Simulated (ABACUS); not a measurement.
Runs of ABACUS 3.10.1 on Mo. Symmetry: Im-3m, No. 229, cubic system. The conventional cell has a = 3.168 Å, b = 3.168 Å, c = 3.168 Å, α = 90.00°, β = 90.00°, γ = 90.00°. Around Mo (site symmetry m-3m) lie 8 Mo at 2.74 Å. 

| task | level | potentials or basis | k mesh | cutoff (eV) | radial cutoff of the potentials (pseudo_rcut) | SCF threshold on the density | eigensolver | orbital files | gap on the mesh (eV) | pressure (GPa) |
| --- | --- | --- | --- | --- | --- | --- | --- | --- | --- | --- |
| single point | BP86 | PseudoDojo NC SR 0.4.1 PBE standard, plane waves | 10 × 10 × 10 | 1102 | 10 bohr | 1e-08 | dav | - | none | -0.8 |
| single point | PBE | PseudoDojo NC SR 0.4.1 PBE standard, plane waves | 12 × 12 × 12 | 1102 | 10 bohr | 1e-08 | dav | - | none | -1.5 |
| single point | r2SCAN | SG15 ONCV 1.2 PBE, DZP LCAO (the cutoffs set its grid) | 9 × 9 × 9 | 1361 | 10 bohr | 1e-07 | genelpa | Mo Mo_confined-atom_7au_3s2p2d1f.orb | none | (a) |
| single point | revTPSS | SG15 ONCV 1.2 PBE, plane waves | 8 × 8 × 8 | 1279 | 10 bohr | 1e-08 | dav | - | none | -6.8 |

Alike in all rows: no spin polarisation; cell as given; smearing fermi-dirac 0.05 eV.

Q: Estimate the missing entries.

A: (a) -5.2.

Caveats: the potentials were made for another functional, which shifts forces and pressure (some runs); the atomic orbitals were generated for these runs and aren't a published set (some runs); the basis of atomic orbitals isn't converged, which shifts pressures, moduli and gaps (some runs).

A k mesh can miss the band edges, and the runs leave out spin-orbit coupling on Mo.

A gap of «none» marks a metal or a gap under the smearing width.

Not every run made on this cell is shown here.
